Question

I have a list of energy levels for mercury telluride, HgTe, and six rows have lost their labels. Rows 1 to 12 should be bands 29 to 40 at the centre of the Brillouin zone, where the electron wave has the same phase in every cell. Rows 13 to 24 are the same bands at a second point. Each spin state counts as its own band, and bands are numbered upwards in energy at each point.

The column "qp ks levels" holds the energies, with zero at the highest filled level, and "qp width" holds a level width from the many-body step. Can the six rows be put back by reasoning, and does the width help?

HgTe: one-shot G0W0 with a plasmon-pole model in Yambo 5.3.0, on Quantum ESPRESSO PBE states with spin-orbit coupling, PseudoDojo 0.4 FR PBE standard potentials, a 1088.45 eV wave cutoff, a 2x2x2 k mesh and 0.05 eV Fermi-Dirac smearing. Levels are the PBE input energies, counted from the highest filled level. Rows 1–12 and 13–24 are bands 29–40 at k points 1 and 3. Candidates: 14, 2, 15, 4, 20, 18.

```
row  qp ks levels (eV)  qp width (meV)
  A             -1.011           5.136
  B             -6.852          23.950
  C             -5.808          18.600
  D             -6.327          23.640
  E             -2.753          14.790
  F             -2.608          13.920
```

Answer

Three of the six can be placed firmly, and the other three only in part. The energies are ordinary density-functional (PBE) levels, the input to the many-body step, so orbital and symmetry arguments apply to them directly. I take the second point to be X, on the zone boundary along a cube axis. The other kind of boundary point on this mesh is L, where the upper valence levels of such crystals usually lie closer to the top.

The candidates are bands 30 and 32 at the centre, and bands 30, 31, 34 and 36 at X. Energy must rise with band number at each point, but this alone still leaves 15 assignments. Orbitals have to do the rest.

The closed shells, Hg 5s, 5p and 5d with Te 4d and 5s, hold 30 states. The highest of these shells is Hg 5d. If it stays below the bonding valence states at both points, as I expect, band 30 is the top of the 5d group and the bonding states begin with band 31. They are built mainly from Te 5p and Hg 6s.

What those orbitals do depends on the point. At the zone centre the three p orbitals are equivalent by cubic symmetry and cannot mix with Hg 6s, so they stay together near the top. At X one direction is special. The p orbital along it mixes with Hg 6s and is pushed far down, while the two perpendicular to it stay higher and close together. With spin, these two make four states, bands 33 to 36, so rows 18 and 20 must be near neighbours in energy.

How near can be estimated. Without spin-orbit coupling the two perpendicular orbitals have the same energy. Let Δ be the spin-orbit splitting of the p levels at the zone centre, roughly 0.9 eV for tellurides. For a p shell with coupling strength λ, theory gives

Δ = 3λ/2

With only the two perpendicular orbitals in play, orbital and spin moments along the axis are either parallel or opposed. The energies shift by +λ/2 or −λ/2, which gives

splitting at X = λ = 2Δ/3 ≈ 2 × 0.9 eV / 3 = 0.6 eV

This treats the orbitals as purely tellurium, so it is a rough size.

Now try level A at X. As the highest of the six it would have to be row 20, and the best choice for row 18 would be F, which lies 1.6 eV lower. That is far more than spin-orbit coupling can supply. A therefore belongs to the zone centre, and as the higher of the two levels there it is row 4.

The same test places two more. If E or F were taken away to serve as row 2, the remaining one would have to pair with a level more than 3 eV below it. So E and F stay together at X, and their order makes E row 18 and F row 20. These three assignments are sure as far as the orbital picture holds, and it has a wide margin here.

B, C and D are left for rows 2, 14 and 15. The Hg 5d orbitals are compact and overlap little with their neighbours, so band 30 should change only modestly between the two points. Making C row 2 would require a change of about 1.0 eV, while either choice with C as row 15 requires about 0.5 eV. I would call C row 15 likely. Whether B is row 2 and D row 14, or the reverse, I cannot decide from these energies.

The widths seem to help, since B and D have similar ones and C a smaller one. I would not lean on them. They come from a plasmon-pole approximation, which replaces the many ways of exciting the electrons by a single collective one, and so they are not physical lifetimes. The run also uses a coarse mesh and is not converged, so even their sizes are unreliable. In the full table the empty levels carry negative widths, which is only a sign convention. Here are the labels.

The rows with their labels:

```
row  qp ks levels (eV)  qp width (meV)
  1             -6.852          23.990
  2             -6.852          23.950
  3             -1.011           5.136
  4             -1.011           5.136
  5             -0.789          14.750
  6             -0.789          14.750
  7              0.000           4.672
  8              0.000           4.677
  9              0.000           4.674
 10              0.000           4.673
 11              2.929         -13.580
 12              2.929         -13.580
 13             -6.327          23.640
 14             -6.327          23.640
 15             -5.808          18.600
 16             -5.808          18.600
 17             -2.753          14.790
 18             -2.753          14.790
 19             -2.608          13.920
 20             -2.608          13.920
 21              1.600         -12.030
 22              1.600         -12.030
 23              2.068         -13.410
 24              2.068         -13.410
```

A is row 4, E is row 18 and F is row 20, as argued. C is indeed row 15, and the open choice falls as B for row 2 and D for row 14. The table also justifies the caution about widths: rows 6 and 18 lie almost 2 eV apart, yet their widths differ by only 0.04 meV, no more than the widths of two equivalent states in rows 1 and 2. A similar width is no proof of a similar energy.

The spin-orbit estimate did its job as a limit but not as a prediction. Rows 18 and 20 are only 0.145 eV apart, about a quarter of the estimated 0.6 eV. A plausible reason is that these states also contain some Hg 6p. At X, symmetry joins each perpendicular Te orbital to the Hg 6p orbital at right angles to it. The electron then circles the two kinds of atom in opposite senses, and their spin-orbit contributions partly cancel. I have not tested this.

The full table shows why the last ambiguity vanishes once the other rows can be seen. Every level appears at least twice, in neighbouring rows. Reversing time turns an electron state into a partner with opposite spin and opposite wave vector, at the same energy. At a general point of this crystal, which has no inversion centre, the partner sits elsewhere in the zone. At the centre and at X the opposite wave vector is equivalent to the original one, so both partners appear in the same list.

Level B therefore has its twin in row 1 and level D in row 13, which settles their places at once. Which twin carries the number 1 and which the number 2 has no physical meaning.

One level goes beyond pairing. Rows 7 to 10 all lie at zero: this is the fourfold top of the p levels at the zone centre. The calculation has 36 electrons, and 34 of them fill the bands below, so two electrons remain for four states. Filled and empty states then meet at the same energy, and the gap is zero. Cubic symmetry enforces this, so a finer mesh would not open a gap at this point.

The reason for the shortage of electrons lies in rows 3 to 6. Spin-orbit coupling splits the p levels into the fourfold top and one pair below it. Yet there are two pairs below the top, at −0.789 and −1.011 eV, so one of them must be the level built mainly from Hg 6s. The energies alone do not say which. PBE calculations of HgTe usually put the s level lower, so it is probably the pair in rows 3 and 4, which includes our level A. In an ordinary semiconductor of this family, such as CdTe, the s level lies above the p levels and is empty, so the p levels are full and there is a gap. In HgTe the s level has dropped below the fourfold top and takes two of the electrons that would otherwise fill it.

The heavy mercury nucleus is usually given as the main cause of that drop. The 6s electrons come close to it and move very fast there, and the relativistic effects of that speed bind them more tightly. PBE exaggerates the result: measurements put the s level only roughly 0.3 eV below the top. It also places the Hg 5d levels too close to the valence states. The depths of A, B and D should therefore not be read as measured binding energies, although the assignments rest on order and spacing and do not need them to be.

For a similar puzzle in another zinc-blende crystal, I would first count the closed shells, then look for p levels that symmetry keeps together, and only then compare individual energies. Most of the differences and counts used here are printed below; the others follow directly from the table.

The analysis program printed:

```
Assignments left by energy order alone (2 of 6 levels at the zone centre): 15
Largest energy difference inside a pair of neighbouring rows (eV): 0
Largest width difference inside such a pair (meV): 0.04
Row 20 less row 18, closest unlike levels (eV): 0.145
Row 6 less row 4, nearest unlike level to row 4 (eV): 0.222
Gap between the deep three and the shallow three, row 18 less row 15 (eV): 3.055
Deep levels, row 14 less row 2 (eV): 0.525
Deep levels, row 15 less row 14 (eV): 0.519
Width of row 2 less width of row 14 (meV): 0.31
Width of row 14 less width of row 15 (meV): 5.04
States in Hg 5s 5p 5d and Te 4d 5s shells: 30
Band 30, second point less zone centre (eV): 0.525
Band 32, second point less zone centre (eV): -4.797
Band 36, second point less zone centre (eV): -2.608
Number of rows at the zero of energy: 4
Electrons left for the fourfold level: 2
Width of row 6 over width of row 4 (ratio): 2.872
Rows 6 and 18, energy difference (eV): 1.964
Rows 6 and 18, width difference (meV): 0.04
```
